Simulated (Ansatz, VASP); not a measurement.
## Nb: VASP beside Ansatz

```xyz
1
Lattice="-1.6640 1.6640 1.7139 1.6640 -1.6640 1.7139 1.6640 1.6640 -1.7139" Properties=species:S:1:pos:R:3 pbc="T T T"
Nb    0.0000    0.0000    0.0000
```

Change from the starting cell: strain +0.000 along x and y, +0.030 along z, atoms carried along.

Alike in both runs: task single point; functional LDA; k mesh 20 × 20 × 20; occupations gaussian, width 0.15 eV; no spin polarisation.

|  | VASP | Ansatz |
| --- | --- | --- |
| version | VASP 6.6.1 | Ansatz 0.2.0 |
| potentials or method | VASP PAW LDA potentials, release 64 (Nb_sv) | scalar-relativistic, plane waves, PAW |
| plane-wave cutoff (eV) | 520 | 420 |
| valence electrons in the cell | 13 | 13 |

Ansatz gave:

* gap on the k mesh at the Fermi level (eV): none
* pressure (GPa): -16.2
* largest component of the traceless stress (GPa): 2.00

Problem. What did VASP give for the same quantities?

Solution. gap on the k mesh at the Fermi level (eV): none; pressure (GPa): -16.3; largest component of the traceless stress (GPa): 2.00.

A gap of «none» marks a metal or a gap that the smearing closes.

Caveats: so large a pressure means that the cell lies far from this level's equilibrium, or that cutoff or potentials fall short (VASP).
